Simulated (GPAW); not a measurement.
# AlN (F-43m) in GPAW: settings compared

The runs below take AlN through band structure, equation of state, with PBE, optB88-vdW, PBEsol.

Program: GPAW 26.7.0. These are calculated values, not measurements. Logs are shortened: lines on timing, memory, paths and dates and some standing lists are left out, and cuts for length are marked. The log counts tension as positive stress, the text compression.

**1. Starting point**

It takes space group F-43m (No. 216, cubic). The conventional cell has a = 4.368 Å, b = 4.368 Å, c = 4.368 Å, α = 90.00°, β = 90.00°, γ = 90.00°. Al (site symmetry -43m) is surrounded by 4 N at 1.89 Å. N (site symmetry -43m) is surrounded by 4 Al at 1.89 Å.

Measurements of this composition are mostly on another form, of space group No. 186.

**2. Band structure, PBE**

Input file run.py:

```python
from ase.dft.bandgap import bandgap
from ase.io import write
from ase.spacegroup import crystal
from ase.units import GPa
from gpaw import GPAW, PW, setup_paths

setup_paths.insert(0, '.')

# Al 4a
# N 4d
atoms = crystal(['Al', 'N'],
                basis=[[0.0, 0.0, 0.0],
                       [0.25, 0.25, 0.75]],
                spacegroup=216, setting=1,  # F-43m
                cellpar=[4.36798712, 4.36798712, 4.36798712, 90.0, 90.0, 90.0],
                primitive_cell=True)

calc = GPAW(mode=PW(1100),
            xc='PBE',
            kpts={'size': (10, 10, 10), 'gamma': True},
            occupations={'name': 'fermi-dirac', 'width': 0.05},
            setups='sg15',
            nbands=-7,
            convergence={'density': 1e-05, 'energy': 1e-05},
            maxiter=150,
            txt='gpaw.txt')
atoms.calc = calc
energy = atoms.get_potential_energy()
forces = atoms.get_forces()
stress = atoms.get_stress()
calc.write('gs.gpw')
write('result.traj', atoms)
print(f'Energy: {energy:.6f} eV')
print('Forces (eV/A):')
print(forces.round(4))
print('Stress (GPa):', (stress / GPa).round(3))
print('Fermi level:', round(calc.get_fermi_level(), 4), 'eV')
print(f'Gap: {bandgap(calc)[0]:.4f} eV, direct: {bandgap(calc, direct=True)[0]:.4f} eV')

path = atoms.cell.bandpath('GXWKGLUWLK,UX', npoints=80, eps=1e-4)
bs_calc = calc.fixed_density(kpts=path, symmetry='off', nbands=-15,
                             convergence={'bands': 'CBM+6.0', 'eigenstates': 1e-6}, txt='bands.txt')
bs = bs_calc.band_structure()
bs.write('bs.json')
print(f'Gap on the path: {bandgap(bs_calc)[0]:.4f} eV')
```

Potentials or basis: SG15 ONCV 1.2, pw.

Started as:

```sh
$ OMP_NUM_THREADS=1 python run.py
```

gpaw.txt:

```text
__  _  _
 | _ |_)|_||  |
 |__||  | ||/\| - 26.7.0

Input parameters:
  mode=PW(ecut=1100.0),
  convergence={'density': 1e-05, 'energy': 1e-05},
  kpts=MonkhorstPack(size=(10, 10, 10), gamma=True),
  maxiter=150,
  nbands=-7,
  occupations=Occupations(name='fermi-dirac', width=0.05),
  setups={'default': 'sg15'},
  xc=XC(name='PBE')

Diagonalizing LCAO Hamiltonian
Converting LCAO to pw mode

                 N

       Al

Atoms  # Å, Bohr magnetons
|   | symbol |        x |        y |        z |    initial magnetic moments |
|---|--------|----------|----------|----------|-----------------------------|
| 0 |     Al | 0.000000 | 0.000000 | 0.000000 | ( 0.0000,  0.0000,  0.0000) |
| 1 |      N | 3.275990 | 3.275990 | 3.275990 | ( 0.0000,  0.0000,  0.0000) |

Unit cell  # Å
| periodic |        x |        y |        z |  lengths |    angles |
|----------|----------|----------|----------|----------|-----------|
|      yes | 0.000000 | 2.183994 | 2.183994 | 3.088633 | 60.000000 |
|      yes | 2.183994 | 0.000000 | 2.183994 | 3.088633 | 60.000000 |
|      yes | 2.183994 | 2.183994 | 0.000000 | 3.088633 | 60.000000 |

Number of symmetries: 24
Symmetry operations  # r_c * U_cc + t_c -> r_c
|    | kind |            matrix            |
|----|------|------------------------------|
|  0 |  E   |  1, 0, 0,  0, 1, 0,  0, 0, 1 |
|  1 |  σ   |  1, 0, 0,  0, 0, 1,  0, 1, 0 |
|  2 |  σ   |  1, 0,-1,  0, 1,-1,  0, 0,-1 |
|  3 |  C3  |  1, 0,-1,  0, 0,-1,  0, 1,-1 |
|  4 |  C3  |  1,-1, 0,  0,-1, 1,  0,-1, 0 |
|  5 |  σ   |  1,-1, 0,  0,-1, 0,  0,-1, 1 |
|  6 |  σ   |  0, 1, 0,  1, 0, 0,  0, 0, 1 |
|  7 |  C3  |  0, 1, 0,  0, 0, 1,  1, 0, 0 |
|  8 |  C2  |  0, 1,-1,  1, 0,-1,  0, 0,-1 |
|  9 |  S4  |  0, 1,-1,  0, 0,-1,  1, 0,-1 |
| 10 |  C3  |  0, 0, 1,  1, 0, 0,  0, 1, 0 |
| 11 |  σ   |  0, 0, 1,  0, 1, 0,  1, 0, 0 |
| 12 |  S4  |  0, 0,-1,  1, 0,-1,  0, 1,-1 |
| 13 |  C3  |  0, 0,-1,  0, 1,-1,  1, 0,-1 |
| 14 |  S4  |  0,-1, 1,  1,-1, 0,  0,-1, 0 |
| 15 |  C2  |  0,-1, 1,  0,-1, 0,  1,-1, 0 |
| 16 |  C3  |  0,-1, 0,  1,-1, 0,  0,-1, 1 |
| 17 |  S4  |  0,-1, 0,  0,-1, 1,  1,-1, 0 |
| 18 |  S4  | -1, 1, 0, -1, 0, 1, -1, 0, 0 |
| 19 |  C3  | -1, 1, 0, -1, 0, 0, -1, 0, 1 |
| 20 |  C3  | -1, 0, 1, -1, 1, 0, -1, 0, 0 |
| 21 |  S4  | -1, 0, 1, -1, 0, 0, -1, 1, 0 |
| 22 |  σ   | -1, 0, 0, -1, 1, 0, -1, 0, 1 |
| 23 |  C2  | -1, 0, 0, -1, 0, 1, -1, 1, 0 |

BZ-sampling:
  Number of BZ points: 1000
  Number of IBZ points: 47

  Monkhorst-Pack size: [10, 10, 10]
  Monkhorst-Pack shift: [0.05, 0.05, 0.05]

K-points  # in reciprocal-cell coordinates
|     |                                coordinates |     weight |
|-----|--------------------------------------------|------------|
|   0 | (  0.00000000,   0.00000000,   0.00000000) | 0.00100000 |
|   1 | (  0.10000000,   0.10000000,   0.00000000) | 0.00600000 |
|   2 | (  0.10000000,   0.10000000,   0.10000000) | 0.00800000 |
|   3 | (  0.20000000,   0.10000000,   0.10000000) | 0.01200000 |
|   4 | (  0.20000000,   0.20000000,   0.00000000) | 0.00600000 |
|   5 | (  0.20000000,   0.20000000,   0.10000000) | 0.02400000 |
|   6 | (  0.20000000,   0.20000000,   0.20000000) | 0.00800000 |
|   7 | (  0.30000000,   0.20000000,   0.10000000) | 0.02400000 |
|   8 | (  0.30000000,   0.20000000,   0.20000000) | 0.02400000 |
|   9 | (  0.30000000,   0.30000000,   0.00000000) | 0.00600000 |
| ... |                                            |            |
|  46 | (  0.50000000,   0.50000000,   0.50000000) | 0.00400000 |

Plane wave coefficients: 1759
Cutoff: 1100.0 eV

Spin-components: 1 (collinear spins)
Bands:           15
Projectors:      8
Spin-degeneracy: 2
Datatype:        complex128

Parallelization:
  kpt:    1
  domain: 1
  band:   1

Density:
  Valence electrons: 16.0
  Components: 1
  Grid points: [24 24 24]
  Charge: 0.0  # |e|

Potential:
  Grid points: [24 24 24]

species:
  Norm-conserving UPF setup:
    Element:   Al
    Z:         13
    Valence: 11.0
  Projectors:
    l=0 rcut=2.45
    l=0 rcut=2.45
    l=1 rcut=2.45
    l=1 rcut=2.45
  No states stored on this setup
  Local potential cutoff: 2.5
  Comp charge cutoff:     2.5
  File: ./Al_ONCV_PBE-1.2.upf

    LCAO basis set for Al:
      Name: atompaw.sz
      This basis set was not loaded from a file
      Number of radial functions: 4
      Number of spherical harmonics: 8
        l=0, rc=8.9500 Bohr: 2s e=-3.952 f=2.000
        l=0, rc=8.9500 Bohr: 3s e=-0.286 f=2.000
        l=1, rc=8.9500 Bohr: 2p e=-2.532 f=6.000
        l=1, rc=8.9500 Bohr: 3p e=-0.096 f=1.000
      Number of RI-basis functions 0

  Norm-conserving UPF setup:
    Element:    N
    Z:          7
    Valence:  5.0
  Projectors:
    l=0 rcut=1.63
    l=0 rcut=1.63
    l=1 rcut=1.63
    l=1 rcut=1.63
  No states stored on this setup
  Local potential cutoff: 1.44
  Comp charge cutoff:     1.44
  File: ./N_ONCV_PBE-1.2.upf

    LCAO basis set for N:
      Name: atompaw.sz
      This basis set was not loaded from a file
      Number of radial functions: 2
      Number of spherical harmonics: 4
        l=0, rc=8.9500 Bohr: 2s e=-0.683 f=2.000
        l=1, rc=8.9500 Bohr: 2p e=-0.263 f=3.000
      Number of RI-basis functions 0

Reference energy: 0.000000  # eV

eigensolver:
  PPCG
  Converge bands: occupied
  niter=2

density mixing:
  MSR1-Mixer
  Pratt-step length: 0.05
  Maximum mixing coefficient: 0.75
  Old densities: 10
  SVD Regularization: 0.005
  Good broyden scale: 1.0
  Trust region scale: 1.0
  Backstep threshold: 4.0
  History deletion threshold: 6.0
  Fourier metric: weight=20.0, sigma=0.015

occupation numbers:
  Fermi-Dirac:
    width: 0.0500  # eV

poisson solver:
  ecut: 8800.0  # eV

xc functional:
  name: PBE with 2 nearest neighbor stencil

convergence criteria:
- Maximum integral of absolute [dens]ity change: 1e-05 electrons / valence electron
- Maximum [total energy] change in last 3 cyles: 1e-05 eV / valence electron
- Maximum integral of absolute [eigenst]ate change: 4e-08 eV^2 / valence electron
maximum number of iterations: 150

SCF iterations
|iter     | |      energy | eigst |  dens |
|---------|-|-------------|-------|-------|
|iter:   1| |-2159.538460 | +0.02 |       |
|iter:   2| |-2158.857699 | -1.76 | -0.81 |
|iter:   3| |-2156.778987 | -0.66 | -0.86 |
|iter:   4| |-2156.778742 | -2.72 | -1.52 |
|iter:   5| |-2156.779864 | -3.49 | -1.82 |
|iter:   6| |-2156.779899 | -5.63 | -3.13 |
|iter:   7| |-2156.779909c| -6.61 | -3.50 |
|iter:   8| |-2156.779909c| -7.76c| -4.79 |
|iter:   9| |-2156.779909c| -8.37c| -5.25c|

Converged in 9 steps
Energy contributions relative to reference atoms: (reference = 0.000000)

Energy contributions:
  Kinetic:         573.273231
  Coulomb:       -2173.000188
  Zero:           -271.588837
  External:          0.000000
  Xc:             -285.464114
  Entropy:          -0.000000
  Spinorbit:         0.000000
  ----------------------------
  Free energy:   -2156.779909
  Extrapolated:  -2156.779909

dipole moment: (-22.869354, -22.869354, -22.869354)  # |e|*Ang

Fermi level: 6.450
Eigenvalues  # (at kpt = [0.000, 0.000, 0.000])
| band index |      eig [eV] | occ [0-2] |
|------------|---------------|-----------|
|          0 |       -94.976 |     2.000 |
|          1 |       -56.504 |     2.000 |
|          2 |       -56.504 |     2.000 |
|          3 |       -56.504 |     2.000 |
|          4 |        -9.542 |     2.000 |
|          5 |         5.420 |     2.000 |
|          6 |         5.420 |     2.000 |
|          7 |         5.420 |     2.000 |
|          8 |         9.620 |     0.000 |
|          9 |        18.004 |     0.000 |
|         10 |        18.004 |     0.000 |
|         11 |        18.004 |     0.000 |
|         12 |        23.301 |     0.000 |
|         13 |        23.366 |     0.000 |
|         14 |        24.562 |     0.000 |

Gap: 3.338 eV
Transition (v -> c):
  (s=0, k=0, n=7, [0.00, 0.00, 0.00]) -> (s=0, k=41, n=8, [0.50, 0.50, 0.00])
Direct/indirect transitions are different
Direct gap: 4.201 eV
Transition at: (s=0, k=0, n=7, [0.00, 0.00, 0.00])

Forces  # eV/Ang
|        x |        y |       z |
|----------|----------|---------|
| -0.00000 |  0.00000 | 0.00000 |  # Al   0
|  0.00000 | -0.00000 | 0.00000 |  # N    1

Stress tensor  # eV/Ang^3
|         x |         y |         z |
|-----------|-----------|-----------|
| -0.026473 | -0.000000 |  0.000000 |
| -0.000000 | -0.026473 | -0.000000 |
|  0.000000 | -0.000000 | -0.026473 |

# Writing to gs.gpw (mode='')
```

It took 39 s on 1 thread of Arm Neoverse V2, shared host; peak memory 0.27 GiB.

Results:

* Free energy: -2156.7799 eV
* Pressure: 4.2 GPa
* Band gap on the k mesh: 3.34 eV, indirect (least direct gap 4.20 eV)
* Band gap along the path: 3.34 eV, indirect (least direct gap 4.20 eV)

Levels at the corners of the path, in eV from the valence-band top:
```
point  band 6  band 7  band 8  band 9  band 10
    Γ    0.00    0.00    0.00    4.20    12.58
    X   -4.91   -1.79   -1.79    3.34     8.67
    W   -3.79   -3.44   -2.71    6.07    11.47
    K   -4.26   -3.64   -1.38    5.19    10.14
    Γ    0.00    0.00    0.00    4.20    12.58
    L   -5.86   -0.49   -0.49    7.40     9.85
    U   -4.26   -3.64   -1.38    5.19    10.14
    W   -3.79   -3.44   -2.71    6.07    11.47
    L   -5.86   -0.49   -0.49    7.40     9.85
    K   -4.26   -3.64   -1.38    5.19    10.14
    U   -4.26   -3.64   -1.38    5.19    10.14
    X   -4.91   -1.79   -1.79    3.34     8.67
```

As with any semilocal functional, this PBE gap is likely too small.

**3. Equation of state, optB88-vdW**

Input file run.py:

```python
from ase.eos import EquationOfState
from ase.io import Trajectory, read
from ase.units import GPa
from gpaw import GPAW, PW

atoms = read('POSCAR')

traj = Trajectory('eos.traj', 'w')
volumes, energies = [], []
for x in [0.94, 0.96, 0.98, 1.0, 1.02, 1.04, 1.06]:
    a = atoms.copy()
    a.set_cell(atoms.cell * x**(1 / 3), scale_atoms=True)
    calc = GPAW(mode=PW(800),
                xc={'name': 'optB88-vdW', 'backend': 'libvdwxc'},
                kpts={'size': (10, 10, 10), 'gamma': True},
                occupations={'name': 'fermi-dirac', 'width': 0.05},
                nbands=11,
                convergence={'density': 1e-05, 'energy': 1e-05},
                maxiter=150,
                legacy_gpaw=True,
                txt=f'eos-{x:.2f}.txt')
    a.calc = calc
    energies.append(a.get_potential_energy(force_consistent=True))
    volumes.append(a.get_volume())
    calc.write(f'eos-{x:.2f}.gpw')
    traj.write(a)
    print(f'{x:.2f} {volumes[-1]:10.4f} A^3 {energies[-1]:14.6f} eV', flush=True)

v0, e0, B = EquationOfState(volumes, energies, eos='birchmurnaghan').fit()
print(f'V0 = {v0:.4f} A^3, E0 = {e0:.6f} eV, B0 = {B / GPa:.2f} GPa')
```

Input file POSCAR:

```
AlN
1.0
    0.0000000000      2.1839935596      2.1839935596
    2.1839935596      0.0000000000      2.1839935596
    2.1839935596      2.1839935596      0.0000000000
Al N
1 1
Direct
    0.0000000000      0.0000000000      0.0000000000
    0.2500000000      0.2500000000      0.2500000000
```

Potentials or basis: GPAW PAW data sets (gpaw-data 1.2.1), pw.

Started as:

```sh
$ OMP_NUM_THREADS=1 python run.py
```

It took 63 s on 1 thread of Arm Neoverse V2, shared host; peak memory 0.18 GiB.

Results (log left out):

| Item | Value |
| --- | --- |
| Equilibrium volume | 10.72 Å³/atom |
| Bulk modulus | 196 GPa |
| Pressure derivative of the bulk modulus | 4.0 (rough: it moves with the points fitted) |

Energy against volume, from the lowest point:
```
volume (Å³/atom)  energy (meV/atom)
           9.792              56.64
          10.001              32.78
          10.209              15.61
          10.417               4.95
          10.626               0.00
          10.834               0.18
          11.042               5.01
```

Caveat: the PAW data sets were made with another functional, which shifts forces and pressure a little.

**4. Band structure, PBEsol**

Input file run.py:

```python
from ase.dft.bandgap import bandgap
from ase.io import read, write
from ase.units import GPa
from gpaw import GPAW, PW, setup_paths

setup_paths.insert(0, '.')

atoms = read('AlN.cif')

calc = GPAW(mode=PW(800),
            xc='PBEsol',
            kpts={'size': (10, 10, 10), 'gamma': True},
            occupations={'name': 'fermi-dirac', 'width': 0.05},
            nbands=11,
            convergence={'density': 1e-05, 'energy': 1e-05},
            maxiter=150,
            txt='gpaw.txt')
atoms.calc = calc
energy = atoms.get_potential_energy()
forces = atoms.get_forces()
stress = atoms.get_stress()
calc.write('gs.gpw')
write('result.traj', atoms)
print(f'Energy: {energy:.6f} eV')
print('Forces (eV/A):')
print(forces.round(4))
print('Stress (GPa):', (stress / GPa).round(3))
print('Fermi level:', round(calc.get_fermi_level(), 4), 'eV')
print(f'Gap: {bandgap(calc)[0]:.4f} eV, direct: {bandgap(calc, direct=True)[0]:.4f} eV')

path = atoms.cell.bandpath('GXWKGLUWLK,UX', npoints=60, eps=1e-4)
bs_calc = calc.fixed_density(kpts=path, symmetry='off', nbands=19,
                             convergence={'bands': 'CBM+6.0', 'eigenstates': 1e-6}, txt='bands.txt')
bs = bs_calc.band_structure()
bs.write('bs.json')
print(f'Gap on the path: {bandgap(bs_calc)[0]:.4f} eV')
```

Input file AlN.cif:

```cif
data_AlN
_cell_length_a 3.08863331
_cell_length_b 3.08863331
_cell_length_c 3.08863331
_cell_angle_alpha 60.00000000
_cell_angle_beta 60.00000000
_cell_angle_gamma 60.00000000
_space_group_name_H-M_alt 'P1'
_space_group_name_Hall 'P 1'
_space_group_IT_number 1
loop_
_space_group_symop_operation_xyz
'x,y,z'
loop_
_atom_site_label
_atom_site_type_symbol
_atom_site_symmetry_multiplicity
_atom_site_Wyckoff_symbol
_atom_site_fract_x
_atom_site_fract_y
_atom_site_fract_z
_atom_site_occupancy
Al1 Al 1 a 0.0000000000 0.0000000000 0.0000000000 1
N1 N 1 a 0.2500000000 0.2500000000 0.2500000000 1
```

Potentials or basis: PAW data sets generated in the run's folder for this functional, pw.

Started as:

```sh
$ gpaw-setup -f PBEsol Al N
$ OMP_NUM_THREADS=1 python run.py
```

Run time: 19 s. Hardware: 1 thread of Arm Neoverse V2, shared host; peak memory 0.19 GiB.

The run converged. Its results:

```yaml
Free_energy: -15.5803 eV
Pressure: 2.2 GPa
Band_gap_on_the_k_mesh: 3.18 eV, indirect (least direct gap 4.14 eV)
Band_gap_along_the_path: 3.18 eV, indirect (least direct gap 4.14 eV)
```

Levels at the corners of the path, in eV from the valence-band top:
```tsv
point	band 1	band 2	band 3	band 4	band 5	band 6
Γ	-14.96	0.00	0.00	0.00	4.14	12.46
X	-12.23	-4.95	-1.80	-1.80	3.18	8.47
W	-12.17	-3.81	-3.50	-2.75	5.94	11.28
K	-12.24	-4.30	-3.69	-1.39	5.04	9.99
Γ	-14.96	0.00	0.00	0.00	4.14	12.46
L	-12.87	-5.93	-0.49	-0.49	7.29	9.78
U	-12.24	-4.30	-3.69	-1.39	5.04	9.99
W	-12.17	-3.81	-3.50	-2.75	5.94	11.28
L	-12.87	-5.93	-0.49	-0.49	7.29	9.78
K	-12.24	-4.30	-3.69	-1.39	5.04	9.99
U	-12.24	-4.30	-3.69	-1.39	5.04	9.99
X	-12.23	-4.95	-1.80	-1.80	3.18	8.47
```

**5. The runs side by side**

| task | level | potentials or basis | cutoff (eV) | band path | band points | older calculator (legacy_gpaw) | gap on the mesh (eV) | pressure (GPa) |
| --- | --- | --- | --- | --- | --- | --- | --- | --- |
| band structure | PBE | SG15 ONCV 1.2, pw | 1100 | GXWKGLUWLK,UX | 80 | - | 3.34 | 4.2 |
| equation of state | optB88-vdW | GPAW PAW data sets (gpaw-data 1.2.1), pw | 800 | - | - | yes | - | - |
| band structure | PBEsol | PAW data sets generated in the run's folder for this functional, pw | 800 | GXWKGLUWLK,UX | 60 | - | 3.18 | 2.2 |

Alike in all rows: no spin polarisation; cell as given; k mesh 10 × 10 × 10; smearing fermi-dirac 0.05 eV.

Caveats: the PAW data sets were made with another functional, which shifts forces and pressure a little (some runs).

Total energies depend on the potentials used, so only differences within one code and one set of settings carry meaning.
